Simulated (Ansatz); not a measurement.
The system is In.

```
In
1.0
     3.33548    0.00000    0.00000
    -1.66774    2.88861    0.00000
     0.00000    0.00000    5.50914
In
2
Direct
  0.66667 0.33333 0.75000
  0.33333 0.66667 0.25000
```

This isn't the form of In at room conditions, which is tetragonal.

| Item | Value |
| --- | --- |
| Program | Ansatz 0.2.0 |
| Task | single point |
| Functional | PBE |
| Potentials or basis | all-electron LAPW, scalar-relativistic |
| Cutoff | 168 eV (chosen from the basis error) |
| Basis error allowed | 0.001 eV/atom |
| k mesh | 9 × 9 × 5 |
| Occupations | fermi-dirac, width 0.05 eV |
| Spin | no spin polarisation |

On this cell: pressure 1.5 GPa; largest force under 0.003 eV/Å; band gap on the k mesh none (metal or under the smearing width).

The same run follows on a disturbed copy (atoms moved at random, drawn with an rms of 0.05 Å):

```
In
1.0
     3.33548    0.00000    0.00000
    -1.66774    2.88861    0.00000
     0.00000    0.00000    5.50914
In
2
Direct
  0.67002 0.33591 0.74904
  0.32037 0.68022 0.25626
```

Question: What does the disturbed cell give?

Answer: The energy (extrapolated to zero smearing) moves by +1.5 meV/atom; pressure 1.5 GPa; largest force 0.115 eV/Å; band gap on the k mesh none (metal or under the smearing width).

Forces in eV/Å, atoms in the order of the input:
```
In  -0.016  0.006  0.113
In   0.016 -0.006 -0.113
```

Stress tensor (GPa, compression positive):
```
 1.54  0.18 -0.02
 0.18  1.71  0.01
-0.02  0.01  1.35
```
